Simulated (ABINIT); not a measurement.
A calculation with ABINIT 10.8.3 (patched build) of Sb (native input, structure typed inline):

run.abi

```
# Pseudopotentials
pp_dirpath "./"
pseudos "Sb.GGA_PBE-JTH.xml"

# Structure
acell 3.3534433337 3.3534433337 3.3534433337 Angstrom
rprim
     0.0000000000     0.7071067812     0.7071067812
     0.7071067812     0.0000000000     0.7071067812
     0.7071067812     0.7071067812     0.0000000000
ntypat 1
znucl 51
natom 1
typat 1
xred
     0.0000000000     0.0000000000     0.0000000000

# Plane-wave basis
ecut 16.0
pawecutdg 32.0
pawxcdev 0

# k points
kptopt 1
ngkpt 10 10 10
nshiftk 1
shiftk 0.0 0.0 0.0

# Exchange and correlation
ixc 11

# Bands and occupations
nband 12
occopt 3
tsmear 0.00183747

# SCF cycle
nstep 100
tolvrs 1.0e-9

# Output
iomode 3
prtwf 0
prteig 0
prtebands 0
prtden 1
prtvha 1
prtvclmb 1
prtpot 1
```

Potentials or basis: JTH PAW PBE v2.0.

Launch:

```sh
$ abinit run.abi > log 2>&1
```

This isn't the form of Sb at room conditions, which is rhombohedral.

Write the same calculation in another form: ASE script, structure typed inline.

As run:

The input run.py:

```python
import json, os
import numpy as np
from ase.units import GPa
from ase.calculators.abinit import Abinit, AbinitProfile
from ase import Atoms

atoms = Atoms(['Sb'],
              cell=[[0.0, 2.3712425216, 2.3712425216], [2.3712425216, 0.0, 2.3712425216], [2.3712425216, 2.3712425216, 0.0]],
              scaled_positions=[[0.0, 0.0, 0.0]],
              pbc=True)

profile = AbinitProfile(command='abinit', pp_paths=[os.path.abspath('pseudos')])
params = dict(
    pps='pawxml', xc='PBE',
    ecut=435.3822,
    pawecutdg=870.7644,
    pawxcdev=0,
    kptopt=1,
    ngkpt=[10, 10, 10],
    nshiftk=1,
    shiftk=[0.0, 0.0, 0.0],
    ixc=11,
    nband=12,
    occopt=3,
    tsmear=0.05,
    nstep=100,
    tolvrs=1e-09,
    prtwf=0,
    prtden=0,
)

atoms.calc = Abinit(profile=profile, directory='run', **params)
energy = atoms.get_potential_energy()
forces = atoms.get_forces()
stress = atoms.get_stress()
print(f'energy {energy:.6f} eV')
print('forces (eV/A)')
print(np.round(forces, 5))
print('stress (GPa, Voigt, tension positive)', np.round(stress / GPa, 4))
json.dump(dict(energy=energy, forces=forces.tolist(), stress=stress.tolist(), cell=atoms.cell.tolist(), frac=atoms.get_scaled_positions(wrap=False).tolist()), open('results.json', 'w'))
```

Potentials or basis: JTH PAW PBE v2.0.

Launch:

```sh
$ python run.py
```

Both were run:

|  | native input, structure typed inline | ASE script, structure typed inline |
| --- | --- | --- |
| Pressure | 1.7 GPa | 1.7 GPa |
| Band gap on the k mesh | none (metal or under the smearing width) | none (metal or under the smearing width) |
| Valence electrons inside the program's atomic spheres | Sb 12.35 (radii [1.2705] Å) | Sb 12.35 (radii [1.2705] Å) |

Keys that steer only the numerical path or the files written may differ.
